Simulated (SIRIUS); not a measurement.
# Au (Fm-3m) in SIRIUS: a series of runs, part 2 of 3

SIRIUS 7.12.0. The steps go on from the part before.

## 4. Equation of state, PBEsol, 16.52 Å³/atom (volume scaled by 0.98)

sirius.json

```json
{
  "control": {
    "processing_unit": "cpu",
    "std_evp_solver_name": "lapack",
    "gen_evp_solver_name": "lapack",
    "verbosity": 2,
    "print_forces": false,
    "ortho_rf": true,
    "use_second_variation": true,
    "rmt_max": 3.0,
    "num_bands_to_print": 24,
    "save_wf": true
  },
  "parameters": {
    "electronic_structure_method": "full_potential_lapwlo",
    "xc_functionals": ["XC_GGA_X_PBE_SOL", "XC_GGA_C_PBE_SOL"],
    "core_relativity": "dirac",
    "valence_relativity": "iora",
    "num_fv_states": 25,
    "smearing": "fermi_dirac",
    "smearing_width": 0.0018374661,
    "pw_cutoff": 20,
    "gk_cutoff": 3.51,
    "lmax_apw": 11,
    "lmax_rho": 8,
    "lmax_pot": 8,
    "num_mag_dims": 0,
    "auto_rmt": 0,
    "ngridk": [11, 11, 11],
    "shiftk": [0, 0, 0],
    "num_dft_iter": 80,
    "energy_tol": 1e-07,
    "density_tol": 1e-05,
    "use_symmetry": true
  },
  "settings": {"tol_ne": 1e-10},
  "iterative_solver": {"type": "exact"},
  "mixer": {"type": "anderson", "beta": 0.5, "max_history": 8},
  "unit_cell": {
    "lattice_vectors": [[0.0, 3.8197825393, 3.8197825393], [3.8197825393, 0.0, 3.8197825393], [3.8197825393, 3.8197825393, 0.0]],
    "atom_types": ["Au"],
    "atom_files": {"Au": "Au.json"},
    "atoms": {"Au": [[0.0, 0.0, 0.0]]}
  }
}
```

Au.json

```json
{
  "name": "gold",
  "symbol": "Au",
  "number": 79,
  "mass": 196.966569,
  "rmin": 1e-06,
  "rmt": 2.62,
  "nrmt": 800,
  "rinf": 13.44,
  "core": "1s2s2p3s3p3d4s4p4d",
  "valence": [
    {"basis": [{"enu": 0.15, "dme": 0, "n": 0, "auto": 0}, {"enu": 0.15, "dme": 1, "n": 0, "auto": 0}]},
    {"l": 0, "n": 1, "basis": [{"enu": 0.25, "dme": 0, "n": 0, "auto": 0}]},
    {"l": 1, "n": 2, "basis": [{"enu": 0.25, "dme": 0, "n": 0, "auto": 0}]},
    {"l": 2, "n": 3, "basis": [{"enu": 0.25, "dme": 0, "n": 0, "auto": 0}]},
    {"l": 3, "n": 4, "basis": [{"enu": 0.25, "dme": 0, "n": 0, "auto": 0}]},
    {"l": 4, "n": 5, "basis": [{"enu": 0.25, "dme": 0, "n": 0, "auto": 0}]}
  ],
  "lo": [
    {"l": 0, "basis": [{"enu": 0.25, "dme": 0, "n": 0, "auto": 0}, {"enu": 0.25, "dme": 1, "n": 0, "auto": 0}]},
    {
      "l": 0,
      "basis": [{"enu": -3.5044, "dme": 0, "n": 5, "auto": 1}, {"enu": -3.5044, "dme": 1, "n": 5, "auto": 1}]
    },
    {
      "l": 0,
      "basis": [{"enu": -3.5044, "dme": 1, "n": 5, "auto": 1}, {"enu": 0.25, "dme": 0, "n": 0, "auto": 0}]
    },
    {"l": 0, "basis": [{"enu": 0.25, "dme": 0, "n": 0, "auto": 0}, {"enu": 2.5809, "dme": 0, "n": 0, "auto": 0}]},
    {"l": 1, "basis": [{"enu": 0.25, "dme": 0, "n": 0, "auto": 0}, {"enu": 0.25, "dme": 1, "n": 0, "auto": 0}]},
    {
      "l": 1,
      "basis": [{"enu": -1.7279, "dme": 0, "n": 5, "auto": 1}, {"enu": -1.7279, "dme": 1, "n": 5, "auto": 1}]
    },
    {
      "l": 1,
      "basis": [{"enu": -1.7279, "dme": 1, "n": 5, "auto": 1}, {"enu": 0.25, "dme": 0, "n": 0, "auto": 0}]
    },
    {"l": 1, "basis": [{"enu": 0.25, "dme": 0, "n": 0, "auto": 0}, {"enu": 2.9305, "dme": 0, "n": 0, "auto": 0}]},
    {"l": 2, "basis": [{"enu": 0.25, "dme": 0, "n": 0, "auto": 0}, {"enu": 0.25, "dme": 1, "n": 0, "auto": 0}]},
    {"l": 2, "basis": [{"enu": 0.25, "dme": 1, "n": 0, "auto": 0}, {"enu": 0.25, "dme": 2, "n": 0, "auto": 0}]},
    {"l": 2, "basis": [{"enu": 0.25, "dme": 0, "n": 0, "auto": 0}, {"enu": 2.5226, "dme": 0, "n": 0, "auto": 0}]},
    {"l": 3, "basis": [{"enu": 0.25, "dme": 0, "n": 0, "auto": 0}, {"enu": 0.25, "dme": 1, "n": 0, "auto": 0}]},
    {
      "l": 3,
      "basis": [{"enu": -2.5391, "dme": 0, "n": 4, "auto": 1}, {"enu": -2.5391, "dme": 1, "n": 4, "auto": 1}]
    },
    {
      "l": 3,
      "basis": [{"enu": -2.5391, "dme": 1, "n": 4, "auto": 1}, {"enu": 0.25, "dme": 0, "n": 0, "auto": 0}]
    },
    {"l": 3, "basis": [{"enu": 0.25, "dme": 0, "n": 0, "auto": 0}, {"enu": 3.6298, "dme": 0, "n": 0, "auto": 0}]},
    {"l": 4, "basis": [{"enu": 0.25, "dme": 0, "n": 0, "auto": 0}, {"enu": 0.25, "dme": 1, "n": 0, "auto": 0}]},
    {"l": 4, "basis": [{"enu": 0.25, "dme": 0, "n": 0, "auto": 0}, {"enu": 3.047, "dme": 0, "n": 0, "auto": 0}]}
  ],
  "free_atom": [... radial grid and density of the free atom, the start of the SCF ...]
}
```

sirius_start.json

```json
{
  "control": {
    "processing_unit": "cpu",
    "std_evp_solver_name": "lapack",
    "gen_evp_solver_name": "lapack",
    "verbosity": 1,
    "print_forces": false,
    "ortho_rf": true,
    "use_second_variation": true,
    "rmt_max": 3.0,
    "num_bands_to_print": 24,
    "save_wf": false
  },
  "parameters": {
    "electronic_structure_method": "full_potential_lapwlo",
    "xc_functionals": ["XC_LDA_X", "XC_LDA_C_PW"],
    "core_relativity": "dirac",
    "valence_relativity": "iora",
    "num_fv_states": 25,
    "smearing": "fermi_dirac",
    "smearing_width": 0.0055123983,
    "pw_cutoff": 20,
    "gk_cutoff": 2.81,
    "lmax_apw": 11,
    "lmax_rho": 8,
    "lmax_pot": 8,
    "num_mag_dims": 0,
    "auto_rmt": 0,
    "ngridk": [4, 4, 4],
    "shiftk": [0, 0, 0],
    "num_dft_iter": 30,
    "energy_tol": 0.01,
    "density_tol": 0.05,
    "use_symmetry": true
  },
  "settings": {"tol_ne": 1e-10},
  "iterative_solver": {"type": "exact"},
  "mixer": {"type": "anderson", "beta": 0.5, "max_history": 8},
  "unit_cell": {
    "lattice_vectors": [[0.0, 3.8197825393, 3.8197825393], [3.8197825393, 0.0, 3.8197825393], [3.8197825393, 3.8197825393, 0.0]],
    "atom_types": ["Au"],
    "atom_files": {"Au": "Au.json"},
    "atoms": {"Au": [[0.0, 0.0, 0.0]]}
  }
}
```

Command:

```
$ OMP_NUM_THREADS=1 sirius.scf --input=sirius_start.json --output=start.json
$ OMP_NUM_THREADS=1 sirius.scf --input=sirius.json --output=output.json --task=1
```

Run time: 42 s. Hardware: 1 thread of Arm Neoverse V1, shared host; peak memory 0.34 GiB.

The run converged. Its results:

| Item | Value |
| --- | --- |
| Free energy | -518177.1413 eV |
| Band gap on the k mesh | none (metal or under the smearing width) |
| All electrons inside the program's atomic spheres | Au 77.87 (radii Au 2.62 bohr) |

## 5. Equation of state, PBEsol, 16.85 Å³/atom

Changes to sirius.json since step 4:

```diff
@@ -39,3 +39,3 @@
   "unit_cell": {
-    "lattice_vectors": [[0.0, 3.8197825393, 3.8197825393], [3.8197825393, 0.0, 3.8197825393], [3.8197825393, 3.8197825393, 0.0]],
+    "lattice_vectors": [[0.0, 3.8455926636, 3.8455926636], [3.8455926636, 0.0, 3.8455926636], [3.8455926636, 3.8455926636, 0.0]],
     "atom_types": ["Au"],
```

Au.json

```json
{
  "name": "gold",
  "symbol": "Au",
  "number": 79,
  "mass": 196.966569,
  "rmin": 1e-06,
  "rmt": 2.62,
  "nrmt": 800,
  "rinf": 13.44,
  "core": "1s2s2p3s3p3d4s4p4d",
  "valence": [
    {"basis": [{"enu": 0.13, "dme": 0, "n": 0, "auto": 0}, {"enu": 0.13, "dme": 1, "n": 0, "auto": 0}]},
    {"l": 0, "n": 1, "basis": [{"enu": 0.23, "dme": 0, "n": 0, "auto": 0}]},
    {"l": 1, "n": 2, "basis": [{"enu": 0.23, "dme": 0, "n": 0, "auto": 0}]},
    {"l": 2, "n": 3, "basis": [{"enu": 0.23, "dme": 0, "n": 0, "auto": 0}]},
    {"l": 3, "n": 4, "basis": [{"enu": 0.23, "dme": 0, "n": 0, "auto": 0}]},
    {"l": 4, "n": 5, "basis": [{"enu": 0.23, "dme": 0, "n": 0, "auto": 0}]}
  ],
  "lo": [
    {"l": 0, "basis": [{"enu": 0.23, "dme": 0, "n": 0, "auto": 0}, {"enu": 0.23, "dme": 1, "n": 0, "auto": 0}]},
    {
      "l": 0,
      "basis": [{"enu": -3.5244, "dme": 0, "n": 5, "auto": 1}, {"enu": -3.5244, "dme": 1, "n": 5, "auto": 1}]
    },
    {
      "l": 0,
      "basis": [{"enu": -3.5244, "dme": 1, "n": 5, "auto": 1}, {"enu": 0.23, "dme": 0, "n": 0, "auto": 0}]
    },
    {"l": 0, "basis": [{"enu": 0.23, "dme": 0, "n": 0, "auto": 0}, {"enu": 2.5609, "dme": 0, "n": 0, "auto": 0}]},
    {"l": 1, "basis": [{"enu": 0.23, "dme": 0, "n": 0, "auto": 0}, {"enu": 0.23, "dme": 1, "n": 0, "auto": 0}]},
    {
      "l": 1,
      "basis": [{"enu": -1.7479, "dme": 0, "n": 5, "auto": 1}, {"enu": -1.7479, "dme": 1, "n": 5, "auto": 1}]
    },
    {
      "l": 1,
      "basis": [{"enu": -1.7479, "dme": 1, "n": 5, "auto": 1}, {"enu": 0.23, "dme": 0, "n": 0, "auto": 0}]
    },
    {"l": 1, "basis": [{"enu": 0.23, "dme": 0, "n": 0, "auto": 0}, {"enu": 2.9105, "dme": 0, "n": 0, "auto": 0}]},
    {"l": 2, "basis": [{"enu": 0.23, "dme": 0, "n": 0, "auto": 0}, {"enu": 0.23, "dme": 1, "n": 0, "auto": 0}]},
    {"l": 2, "basis": [{"enu": 0.23, "dme": 1, "n": 0, "auto": 0}, {"enu": 0.23, "dme": 2, "n": 0, "auto": 0}]},
    {"l": 2, "basis": [{"enu": 0.23, "dme": 0, "n": 0, "auto": 0}, {"enu": 2.5026, "dme": 0, "n": 0, "auto": 0}]},
    {"l": 3, "basis": [{"enu": 0.23, "dme": 0, "n": 0, "auto": 0}, {"enu": 0.23, "dme": 1, "n": 0, "auto": 0}]},
    {
      "l": 3,
      "basis": [{"enu": -2.5591, "dme": 0, "n": 4, "auto": 1}, {"enu": -2.5591, "dme": 1, "n": 4, "auto": 1}]
    },
    {
      "l": 3,
      "basis": [{"enu": -2.5591, "dme": 1, "n": 4, "auto": 1}, {"enu": 0.23, "dme": 0, "n": 0, "auto": 0}]
    },
    {"l": 3, "basis": [{"enu": 0.23, "dme": 0, "n": 0, "auto": 0}, {"enu": 3.6098, "dme": 0, "n": 0, "auto": 0}]},
    {"l": 4, "basis": [{"enu": 0.23, "dme": 0, "n": 0, "auto": 0}, {"enu": 0.23, "dme": 1, "n": 0, "auto": 0}]},
    {"l": 4, "basis": [{"enu": 0.23, "dme": 0, "n": 0, "auto": 0}, {"enu": 3.027, "dme": 0, "n": 0, "auto": 0}]}
  ],
  "free_atom": [... radial grid and density of the free atom, the start of the SCF ...]
}
```

Changes to sirius_start.json since step 4:

```diff
@@ -39,3 +39,3 @@
   "unit_cell": {
-    "lattice_vectors": [[0.0, 3.8197825393, 3.8197825393], [3.8197825393, 0.0, 3.8197825393], [3.8197825393, 3.8197825393, 0.0]],
+    "lattice_vectors": [[0.0, 3.8455926636, 3.8455926636], [3.8455926636, 0.0, 3.8455926636], [3.8455926636, 3.8455926636, 0.0]],
     "atom_types": ["Au"],
```

Command:

```
$ OMP_NUM_THREADS=1 sirius.scf --input=sirius_start.json --output=start.json
$ OMP_NUM_THREADS=1 sirius.scf --input=sirius.json --output=output.json --task=1
```

Wall time 42 s (1 thread of Arm Neoverse V1, shared host); peak memory 0.34 GiB.

The run converged. Its results:

* Free energy: -518177.1488 eV
* Band gap on the k mesh: none (metal or under the smearing width)
* All electrons inside the program's atomic spheres: Au 77.84 (radii Au 2.62 bohr)

## 6. Equation of state, PBEsol, 17.19 Å³/atom (volume scaled by 1.02)

Changes to sirius.json since step 5:

```diff
@@ -39,3 +39,3 @@
   "unit_cell": {
-    "lattice_vectors": [[0.0, 3.8455926636, 3.8455926636], [3.8455926636, 0.0, 3.8455926636], [3.8455926636, 3.8455926636, 0.0]],
+    "lattice_vectors": [[0.0, 3.871060907, 3.871060907], [3.871060907, 0.0, 3.871060907], [3.871060907, 3.871060907, 0.0]],
     "atom_types": ["Au"],
```

Au.json

```json
{
  "name": "gold",
  "symbol": "Au",
  "number": 79,
  "mass": 196.966569,
  "rmin": 1e-06,
  "rmt": 2.62,
  "nrmt": 800,
  "rinf": 13.44,
  "core": "1s2s2p3s3p3d4s4p4d",
  "valence": [
    {"basis": [{"enu": 0.12, "dme": 0, "n": 0, "auto": 0}, {"enu": 0.12, "dme": 1, "n": 0, "auto": 0}]},
    {"l": 0, "n": 1, "basis": [{"enu": 0.22, "dme": 0, "n": 0, "auto": 0}]},
    {"l": 1, "n": 2, "basis": [{"enu": 0.22, "dme": 0, "n": 0, "auto": 0}]},
    {"l": 2, "n": 3, "basis": [{"enu": 0.22, "dme": 0, "n": 0, "auto": 0}]},
    {"l": 3, "n": 4, "basis": [{"enu": 0.22, "dme": 0, "n": 0, "auto": 0}]},
    {"l": 4, "n": 5, "basis": [{"enu": 0.22, "dme": 0, "n": 0, "auto": 0}]}
  ],
  "lo": [
    {"l": 0, "basis": [{"enu": 0.22, "dme": 0, "n": 0, "auto": 0}, {"enu": 0.22, "dme": 1, "n": 0, "auto": 0}]},
    {
      "l": 0,
      "basis": [{"enu": -3.5344, "dme": 0, "n": 5, "auto": 1}, {"enu": -3.5344, "dme": 1, "n": 5, "auto": 1}]
    },
    {
      "l": 0,
      "basis": [{"enu": -3.5344, "dme": 1, "n": 5, "auto": 1}, {"enu": 0.22, "dme": 0, "n": 0, "auto": 0}]
    },
    {"l": 0, "basis": [{"enu": 0.22, "dme": 0, "n": 0, "auto": 0}, {"enu": 2.5509, "dme": 0, "n": 0, "auto": 0}]},
    {"l": 1, "basis": [{"enu": 0.22, "dme": 0, "n": 0, "auto": 0}, {"enu": 0.22, "dme": 1, "n": 0, "auto": 0}]},
    {
      "l": 1,
      "basis": [{"enu": -1.7579, "dme": 0, "n": 5, "auto": 1}, {"enu": -1.7579, "dme": 1, "n": 5, "auto": 1}]
    },
    {
      "l": 1,
      "basis": [{"enu": -1.7579, "dme": 1, "n": 5, "auto": 1}, {"enu": 0.22, "dme": 0, "n": 0, "auto": 0}]
    },
    {"l": 1, "basis": [{"enu": 0.22, "dme": 0, "n": 0, "auto": 0}, {"enu": 2.9005, "dme": 0, "n": 0, "auto": 0}]},
    {"l": 2, "basis": [{"enu": 0.22, "dme": 0, "n": 0, "auto": 0}, {"enu": 0.22, "dme": 1, "n": 0, "auto": 0}]},
    {"l": 2, "basis": [{"enu": 0.22, "dme": 1, "n": 0, "auto": 0}, {"enu": 0.22, "dme": 2, "n": 0, "auto": 0}]},
    {"l": 2, "basis": [{"enu": 0.22, "dme": 0, "n": 0, "auto": 0}, {"enu": 2.4926, "dme": 0, "n": 0, "auto": 0}]},
    {"l": 3, "basis": [{"enu": 0.22, "dme": 0, "n": 0, "auto": 0}, {"enu": 0.22, "dme": 1, "n": 0, "auto": 0}]},
    {
      "l": 3,
      "basis": [{"enu": -2.5691, "dme": 0, "n": 4, "auto": 1}, {"enu": -2.5691, "dme": 1, "n": 4, "auto": 1}]
    },
    {
      "l": 3,
      "basis": [{"enu": -2.5691, "dme": 1, "n": 4, "auto": 1}, {"enu": 0.22, "dme": 0, "n": 0, "auto": 0}]
    },
    {"l": 3, "basis": [{"enu": 0.22, "dme": 0, "n": 0, "auto": 0}, {"enu": 3.5998, "dme": 0, "n": 0, "auto": 0}]},
    {"l": 4, "basis": [{"enu": 0.22, "dme": 0, "n": 0, "auto": 0}, {"enu": 0.22, "dme": 1, "n": 0, "auto": 0}]},
    {"l": 4, "basis": [{"enu": 0.22, "dme": 0, "n": 0, "auto": 0}, {"enu": 3.017, "dme": 0, "n": 0, "auto": 0}]}
  ],
  "free_atom": [... radial grid and density of the free atom, the start of the SCF ...]
}
```

Changes to sirius_start.json since step 5:

```diff
@@ -39,3 +39,3 @@
   "unit_cell": {
-    "lattice_vectors": [[0.0, 3.8455926636, 3.8455926636], [3.8455926636, 0.0, 3.8455926636], [3.8455926636, 3.8455926636, 0.0]],
+    "lattice_vectors": [[0.0, 3.871060907, 3.871060907], [3.871060907, 0.0, 3.871060907], [3.871060907, 3.871060907, 0.0]],
     "atom_types": ["Au"],
```

Potentials or basis: all-electron FP-LAPW, apw+lo standard.

Command:

```
$ OMP_NUM_THREADS=1 sirius.scf --input=sirius_start.json --output=start.json
$ OMP_NUM_THREADS=1 sirius.scf --input=sirius.json --output=output.json --task=1
```

Run time: 42 s. Hardware: 1 thread of Arm Neoverse V1, shared host; peak memory 0.34 GiB.

Results (log left out):

```yaml
Free_energy: -518177.1483 eV
Band_gap_on_the_k_mesh: none (metal or under the smearing width)
All_electrons_inside_the_program's_atomic_spheres: Au 77.80 (radii Au 2.62 bohr)
```

## 7. Equation of state, PBEsol, 17.53 Å³/atom (volume scaled by 1.04)

Changes to sirius.json since step 6:

```diff
@@ -39,3 +39,3 @@
   "unit_cell": {
-    "lattice_vectors": [[0.0, 3.871060907, 3.871060907], [3.871060907, 0.0, 3.871060907], [3.871060907, 3.871060907, 0.0]],
+    "lattice_vectors": [[0.0, 3.8961983705, 3.8961983705], [3.8961983705, 0.0, 3.8961983705], [3.8961983705, 3.8961983705, 0.0]],
     "atom_types": ["Au"],
```

Au.json

```json
{
  "name": "gold",
  "symbol": "Au",
  "number": 79,
  "mass": 196.966569,
  "rmin": 1e-06,
  "rmt": 2.62,
  "nrmt": 800,
  "rinf": 13.44,
  "core": "1s2s2p3s3p3d4s4p4d",
  "valence": [
    {"basis": [{"enu": 0.11, "dme": 0, "n": 0, "auto": 0}, {"enu": 0.11, "dme": 1, "n": 0, "auto": 0}]},
    {"l": 0, "n": 1, "basis": [{"enu": 0.21, "dme": 0, "n": 0, "auto": 0}]},
    {"l": 1, "n": 2, "basis": [{"enu": 0.21, "dme": 0, "n": 0, "auto": 0}]},
    {"l": 2, "n": 3, "basis": [{"enu": 0.21, "dme": 0, "n": 0, "auto": 0}]},
    {"l": 3, "n": 4, "basis": [{"enu": 0.21, "dme": 0, "n": 0, "auto": 0}]},
    {"l": 4, "n": 5, "basis": [{"enu": 0.21, "dme": 0, "n": 0, "auto": 0}]}
  ],
  "lo": [
    {"l": 0, "basis": [{"enu": 0.21, "dme": 0, "n": 0, "auto": 0}, {"enu": 0.21, "dme": 1, "n": 0, "auto": 0}]},
    {
      "l": 0,
      "basis": [{"enu": -3.5444, "dme": 0, "n": 5, "auto": 1}, {"enu": -3.5444, "dme": 1, "n": 5, "auto": 1}]
    },
    {
      "l": 0,
      "basis": [{"enu": -3.5444, "dme": 1, "n": 5, "auto": 1}, {"enu": 0.21, "dme": 0, "n": 0, "auto": 0}]
    },
    {"l": 0, "basis": [{"enu": 0.21, "dme": 0, "n": 0, "auto": 0}, {"enu": 2.5409, "dme": 0, "n": 0, "auto": 0}]},
    {"l": 1, "basis": [{"enu": 0.21, "dme": 0, "n": 0, "auto": 0}, {"enu": 0.21, "dme": 1, "n": 0, "auto": 0}]},
    {
      "l": 1,
      "basis": [{"enu": -1.7679, "dme": 0, "n": 5, "auto": 1}, {"enu": -1.7679, "dme": 1, "n": 5, "auto": 1}]
    },
    {
      "l": 1,
      "basis": [{"enu": -1.7679, "dme": 1, "n": 5, "auto": 1}, {"enu": 0.21, "dme": 0, "n": 0, "auto": 0}]
    },
    {"l": 1, "basis": [{"enu": 0.21, "dme": 0, "n": 0, "auto": 0}, {"enu": 2.8905, "dme": 0, "n": 0, "auto": 0}]},
    {"l": 2, "basis": [{"enu": 0.21, "dme": 0, "n": 0, "auto": 0}, {"enu": 0.21, "dme": 1, "n": 0, "auto": 0}]},
    {"l": 2, "basis": [{"enu": 0.21, "dme": 1, "n": 0, "auto": 0}, {"enu": 0.21, "dme": 2, "n": 0, "auto": 0}]},
    {"l": 2, "basis": [{"enu": 0.21, "dme": 0, "n": 0, "auto": 0}, {"enu": 2.4826, "dme": 0, "n": 0, "auto": 0}]},
    {"l": 3, "basis": [{"enu": 0.21, "dme": 0, "n": 0, "auto": 0}, {"enu": 0.21, "dme": 1, "n": 0, "auto": 0}]},
    {
      "l": 3,
      "basis": [{"enu": -2.5791, "dme": 0, "n": 4, "auto": 1}, {"enu": -2.5791, "dme": 1, "n": 4, "auto": 1}]
    },
    {
      "l": 3,
      "basis": [{"enu": -2.5791, "dme": 1, "n": 4, "auto": 1}, {"enu": 0.21, "dme": 0, "n": 0, "auto": 0}]
    },
    {"l": 3, "basis": [{"enu": 0.21, "dme": 0, "n": 0, "auto": 0}, {"enu": 3.5898, "dme": 0, "n": 0, "auto": 0}]},
    {"l": 4, "basis": [{"enu": 0.21, "dme": 0, "n": 0, "auto": 0}, {"enu": 0.21, "dme": 1, "n": 0, "auto": 0}]},
    {"l": 4, "basis": [{"enu": 0.21, "dme": 0, "n": 0, "auto": 0}, {"enu": 3.007, "dme": 0, "n": 0, "auto": 0}]}
  ],
  "free_atom": [... radial grid and density of the free atom, the start of the SCF ...]
}
```

Changes to sirius_start.json since step 6:

```diff
@@ -39,3 +39,3 @@
   "unit_cell": {
-    "lattice_vectors": [[0.0, 3.871060907, 3.871060907], [3.871060907, 0.0, 3.871060907], [3.871060907, 3.871060907, 0.0]],
+    "lattice_vectors": [[0.0, 3.8961983705, 3.8961983705], [3.8961983705, 0.0, 3.8961983705], [3.8961983705, 3.8961983705, 0.0]],
     "atom_types": ["Au"],
```

Command:

```
$ OMP_NUM_THREADS=1 sirius.scf --input=sirius_start.json --output=start.json
$ OMP_NUM_THREADS=1 sirius.scf --input=sirius.json --output=output.json --task=1
```

Run time: 49 s. Hardware: 1 thread of Arm Neoverse V1, shared host; peak memory 0.34 GiB.

Results (log left out):

* Free energy: -518177.1412 eV
* Band gap on the k mesh: none (metal or under the smearing width)
* All electrons inside the program's atomic spheres: Au 77.77 (radii Au 2.62 bohr)

[end of part 2 of 3]
